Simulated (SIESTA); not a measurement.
# Ge under changes of volume

One of the cells (22.639 Å³/atom); the others are scaled copies at fixed shape and fractional positions:

```
Ge
1.0
     0.00000    2.82891    2.82891
     2.82891    0.00000    2.82891
     2.82891    2.82891    0.00000
Ge
2
Direct
  0.75000 0.75000 0.75000
  0.50000 0.50000 0.50000
```

```yaml
Program: SIESTA 5.4.2
Functional: PBE
Potentials_or_basis: PseudoDojo 0.4 standard (PBE files)
Basis: DZP (energy shift 0.01 Ry)
Grid_cutoff: 800 Ry
Energy_shift: 0.01 Ry
k_mesh: 8 × 8 × 8
Occupations: fermi-dirac, width 0.05 eV
Spin: no spin polarisation
```

| volume (Å³/atom) | energy over the lowest point (meV/atom) | pressure (GPa) | gap on the mesh (eV) |
| --- | --- | --- | --- |
| 21.281 | 86.31 | 10.2 | 0.43 |
| 21.733 | 60.58 | 8.0 | 0.31 |
| 22.186 | 40.75 | 6.4 | 0.11 |
| 22.639 | 24.26 | 5.1 | none |
| 23.092 | ? | ? | ? |
| 23.545 | 3.98 | 2.1 | none |
| 23.997 | 0.00 | 0.8 | none |

Problem. What does the run at 23.092 Å³/atom give?

Solution. Energy over the lowest point 12.07 meV/atom; pressure 3.6 GPa; gap on the mesh none.

Worked out: A Birch-Murnaghan fit of order 3 (a polynomial in V^(-2/3)) to the other rows has its minimum at 24.32 Å³/atom, just outside them, with B0 = V·E''(V) = 65 GPa (rough, since the energies scatter). It gives 12.22 meV/atom at 23.092 Å³/atom, against the run's 12.07, and -dE/dV = 3.5 GPa, against 3.6.

Energies are extrapolated to zero smearing.

Caveats: semicore shells carry a single zeta, which can move pressures by several GPa and volumes by a few percent; the basis of atomic orbitals isn't converged, which shifts pressures, moduli and gaps.

A mesh can miss the band edges. Spin-orbit coupling on Ge is left out.

A gap of «none» marks a metal or a gap under the smearing width.
